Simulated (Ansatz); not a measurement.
# CoSi2 (Fm-3m) in Ansatz: a series of runs

One crystal, CoSi2, is run at these levels: PBE; tasks: single point.

Everything below comes from runs of Ansatz 0.2.0. Logs are shortened: lines on timing, memory, paths and dates and some standing lists are left out, and cuts for length are marked.

## Step 1: The structure

Symmetry: Fm-3m, No. 225, cubic system. Conventional cell: a = 5.356 Å, b = 5.356 Å, c = 5.356 Å, α = 90.00°, β = 90.00°, γ = 90.00°. Co (site symmetry m-3m) is surrounded by 8 Si at 2.32 Å. Si (site symmetry -43m) has 4 Co at 2.32 Å as nearest neighbours.

## Step 2: Single point, PBE

File input.yaml:

```yaml
crystal:
  lattice:
    - [0.0, 2.678, 2.678]
    - [2.678, 0.0, 2.678]
    - [2.678, 2.678, 0.0]
  atoms:
    - { symbol: Co, position: [0.0, 0.0, 0.0] }
    - { symbol: Si, position: [0.75, 0.75, 0.75] }
    - { symbol: Si, position: [0.25, 0.25, 0.25] }
hamiltonian:
  xc: pbe
  pseudopotentials: { kind: paw }
kpoints:
  mp_grid: { grid: [9, 9, 9] }
scf:
  occupations: { method: fermi_dirac, width: 0.05 }
output:
  forces: true
  stress: true
  eigenvalues: true
```

Potentials or basis: Ansatz PAW.

Command:

```bash
> ansatz run input.yaml --threads 2 --pin off --max-ram 5632MiB --backend cpu --events-out ev --progress --plain --runs-dir out
```

Log:

```text
Warning: RAYON_NUM_THREADS=2 ignored (pool sized by the plan → 2); use --threads N
Engine: ansatz 0.2.0, aarch64-unknown-linux-gnu
Pseudopotentials: kind: paw
Pseudopotential: Co, paw, valence charge 17, recommended cutoff 420 eV (normal), Co.paw.azcp
Pseudopotential: Si, paw, valence charge 4, recommended cutoff 420 eV (normal), Si.paw.azcp
Functional definition: PBE
  parameter kappa = 0.804
  parameter beta = 0.06672455060314922
  exchange = pbe_x(kappa = kappa, mu = beta*pi^2/3)
  correlation = pbe_c(beta = beta)
Crystal: 3 atoms, lattice volume = 38.412 Å³
Basis set: ecut = 420 eV, 749 PW (Γ), exchange–correlation on 54×54×54 points (8 copies of the dense FFT grid, shifted against one another)
Bands: 17, of which v1, the nominal top of the filled ones, is band 13 counted from 1 (12 counted from 0)
Symmetry: 48 space group operations
Space group: Fm-3m (ITA 225), of the structure as read, at distance tolerance 3.4e-5 Å
k-points: 35 of 729
Non-local potential: Co, projectors of the file, l = 0: 3, l = 1: 2, l = 2: 3, l = 3: 1
Non-local potential: Si, projectors of the file, l = 0: 2, l = 1: 2, l = 2: 2
PAW form: soft (Blöchl's): semilocal exchange-correlation on the pseudo side does not see the compensation charge
PAW one-centre angular grid: Co, 590 points (default); XC on 64 Gauss nodes
PAW one-centre angular grid: Si, 110 points (default); XC on 64 Gauss nodes
Initial density: superposition of atomic densities (neutral atoms: chi_scale 0, normalization atom), corrected by the library's trained network
Initial wavefunctions: pseudopotential atomic-orbital guess
Functional: x = pbe(κ = 0.804, μ = 0.2195149727645171), c = pbe(β = 0.06672455060314922)
SCF iter   1: F=—  HF=-6399.176111 eV  |F-HF|=—  |Δ(HF+E_count)|=         —  Δρ=5.88e-3  dr2=1.36e-2  ethr=1.77e-3  ⟨swp⟩=5.4  Hψ=3114  notcnv=0
preconditioner: auto → Kerker (q_TF=auto, 2.540 Å⁻¹)  [metal: Δε(μ)=0.026 eV  Ē_g=8.171 eV  σ=0.050 eV  W_gap=0.13  n_scr=14 (ndim 8)  ℏωp=24.7 eV  f_vac=0.002  D(μ)=1.29/eV (n_scr^D=14)]
SCF iter   2: F=—  HF=-6399.175519 eV  |F-HF|=—  |Δ(HF+E_count)|=   5.92e-4  Δρ=3.12e-3  dr2=4.68e-3  ethr=5.45e-5  ⟨swp⟩=1.2  Hψ=890  notcnv=0
SCF iter   3: F=—  HF=-6399.175396 eV  |F-HF|=—  |Δ(HF+E_count)|=   1.23e-4  Δρ=9.97e-4  dr2=2.50e-4  ethr=1.87e-5  ⟨swp⟩=2.1  Hψ=862  notcnv=0
SCF iter   4: F=—  HF=-6399.175455 eV  |F-HF|=—  |Δ(HF+E_count)|=   5.93e-5  Δρ=7.14e-4  dr2=1.38e-4  ethr=9.99e-7  ⟨swp⟩=2.2  Hψ=931  notcnv=0
SCF iter   5: F=—  HF=-6399.175459 eV  |F-HF|=—  |Δ(HF+E_count)|=   4.32e-6  Δρ=1.89e-4  dr2=1.27e-5  ethr=5.52e-7  ⟨swp⟩=1.0  Hψ=590  notcnv=0
SCF iter   6: F=—  HF=-6399.175454 eV  |F-HF|=—  |Δ(HF+E_count)|=   5.28e-6  Δρ=1.68e-4  dr2=7.42e-6  ethr=5.08e-8  ⟨swp⟩=2.0  Hψ=726  notcnv=0
SCF iter   7: F=-6399.175454 eV  HF=-6399.175454 eV  |F-HF|=3.94e-8  |Δ(HF+E_count)|=   1.76e-7  Δρ=1.62e-5  dr2=8.46e-8  ethr=4.00e-10  ⟨swp⟩=4.3  Hψ=2599  notcnv=0
SCF 1 converged in 7 iterations: F = -6399.175454 eV  dr2 = 8.46e-8
SCF converged after 7 iterations
Free energy (F): -6399.175454 eV
Harris-Foulkes:  -6399.175454 eV  (|F-HF|=3.94e-8)
Internal energy: -6399.165337 eV  (E = F + TS)
E sigma→0 (E₀):  -6399.170396 eV
Entropy (-TS):   -0.010116 eV (-3.372 meV/atom)
Fermi energy:    12.855792 eV
--- Per-component energies (eV) ---
  E_band       = -284.080371
  E_kinetic    = 547.543788
  E_local      = -4096.253438  (includes V_loc(G=0)·N_el)
  E_nonlocal   = 501.285617
  E_hartree    = 1782.314883
  E_xc         = -274.104870
  E_vxc        = -305.261285  (∫ρ·V_xc dr)
  E_paw        = -2541.465034  (= ΣΔE_a)
  E_vpaw       = -496.004217  (= ΣTr[D̂ρ^β])
  E_aug_tail   = 0.000153  (compensation charges beyond the density's cutoff)
  E_ewald      = -2318.486437
  E_smearing   = -0.010116  (= −TS)
  E_closure    = -0.000000  (closes the sum)
  Σ components = -6399.175454   (vs F -6399.175454, Δ=0.00e0)
--- Forces (eV/Å), atoms counted from 1 ---
  atom   1  Co    -0.00000000     0.00000000     0.00000000
  atom   2  Si     0.00000000     0.00000000     0.00000000
  atom   3  Si    -0.00000000     0.00000000     0.00000000
  max |Σ_I F_I| component: 4.63e-17 eV/Å
--- Stress (GPa, compression-positive) ---
        0.466426       0.000000      -0.000000
        0.000000       0.466426      -0.000000
        0.000000      -0.000000       0.466426
  P = ⅓ Tr σ = 0.4664 GPa (4.664 kbar)
--- Band table (eV; the first three rows and the last of 35) ---
  k-point 0: bands = ["-81.8630", "-45.1785", "-45.1785", "-45.1785", "-0.2553", "8.8014", "8.8014", "8.8014", "10.9830", "10.9830", "13.6404", "16.3089", "16.3089", "16.3089", "16.3220", "16.3220", "16.3220"]
  k-point 1: bands = ["-81.8630", "-45.1787", "-45.1785", "-45.1785", "-0.0677", "8.3449", "8.8675", "8.8675", "10.9290", "10.9290", "13.6583", "14.6210", "15.3213", "15.3213", "17.2748", "17.2748", "18.1290"]
  k-point 2: bands = ["-81.8630", "-45.1795", "-45.1786", "-45.1786", "0.4885", "7.2046", "9.0349", "9.0349", "10.8443", "10.8443", "12.3480", "14.3302", "14.3302", "14.9890", "16.9391", "16.9391", "17.6145"]
  k-point 34: bands = ["-81.8630", "-45.1803", "-45.1799", "-45.1793", "4.2085", "5.0178", "7.0325", "7.1751", "10.3840", "10.6423", "11.0470", "11.4852", "12.2176", "16.1049", "16.7750", "18.4962", "20.1627"]
```

Run time: 1.1 s. Hardware: 2 threads of Arm Neoverse V1, shared host; peak memory 0.31 GiB.

Results:

| Property | Result |
| --- | --- |
| Free energy | -6399.1755 eV |
| Pressure | 0.5 GPa |
| Band gap on the k mesh | none (metal or under the smearing width) |

Spin polarisation is off, so any magnetic state and its effect on volume and gap are missing.

## Step 3: Single point, PBE, collinear spin, ferromagnetic start

Changes to input.yaml since step 2:

```diff
@@ -6,3 +6,3 @@
   atoms:
-    - { symbol: Co, position: [0.0, 0.0, 0.0] }
+    - { symbol: Co, position: [0.0, 0.0, 0.0], spin: 2.0 }
     - { symbol: Si, position: [0.75, 0.75, 0.75] }
@@ -12,2 +12,4 @@
   pseudopotentials: { kind: paw }
+magnetization:
+  spin_polarized: true
 kpoints:
```

Potentials or basis: Ansatz PAW.

Command:

```bash
> ansatz run input.yaml --threads 2 --pin off --max-ram 5632MiB --backend cpu --events-out ev --progress --plain --runs-dir out
```

It took 3 s on 2 threads of Arm Neoverse V1, shared host; peak memory 0.33 GiB.

Results (log left out):

```yaml
Free_energy: -6399.1755 eV
Pressure: 0.5 GPa
Band_gap_on_the_k_mesh: none (metal or under the smearing width)
Net_moment: 0.00 μB per cell
Absolute_moment: 0.00 μB per cell
```

Levels at points of the mesh, in eV from the Fermi level:
Spin up:
```tsv
k point	band 11	band 12	band 13	band 14	band 15	band 16
(0.00, 0.00, 0.00)	0.78	3.45	3.45	3.45	3.47	3.47
```
Spin down:
```csv
k point,band 11,band 12,band 13,band 14,band 15,band 16
"(0.00, 0.00, 0.00)",0.78,3.45,3.45,3.45,3.47,3.47
```

Caveat: the starting moments collapsed, and a magnetic state may lie lower; the starting moments weren't kept.

## Step 4: Single point, PBE, collinear spin, random start

Changes to input.yaml since step 3:

```diff
@@ -6,3 +6,3 @@
   atoms:
-    - { symbol: Co, position: [0.0, 0.0, 0.0], spin: 2.0 }
+    - { symbol: Co, position: [0.0, 0.0, 0.0], spin: 0.09 }
     - { symbol: Si, position: [0.75, 0.75, 0.75] }
```

Command:

```bash
> ansatz run input.yaml --threads 2 --pin off --max-ram 5632MiB --backend cpu --events-out ev --progress --plain --runs-dir out
```

Run time: 2.9 s. Hardware: 2 threads of Arm Neoverse V1, shared host; peak memory 0.33 GiB.

Results (log left out):

* Free energy: -6399.1755 eV
* Pressure: 0.5 GPa
* Band gap on the k mesh: none (metal or under the smearing width)
* Net moment: 0.00 μB per cell
* Absolute moment: 0.00 μB per cell

Levels at points of the mesh, in eV from the Fermi level:
Spin up:
| k point | band 10 | band 11 | band 12 | band 13 | band 14 | band 15 | band 16 | band 17 |
| --- | --- | --- | --- | --- | --- | --- | --- | --- |
| (0.00, 0.00, 0.00) | -1.87 | 0.78 | 3.45 | 3.45 | 3.45 | 3.47 | 3.47 | 3.47 |
Spin down:
```csv
k point,band 11,band 12,band 13,band 14,band 15,band 16
"(0.00, 0.00, 0.00)",0.78,3.45,3.45,3.45,3.47,3.47
```

Caveat: the starting moments weren't kept.
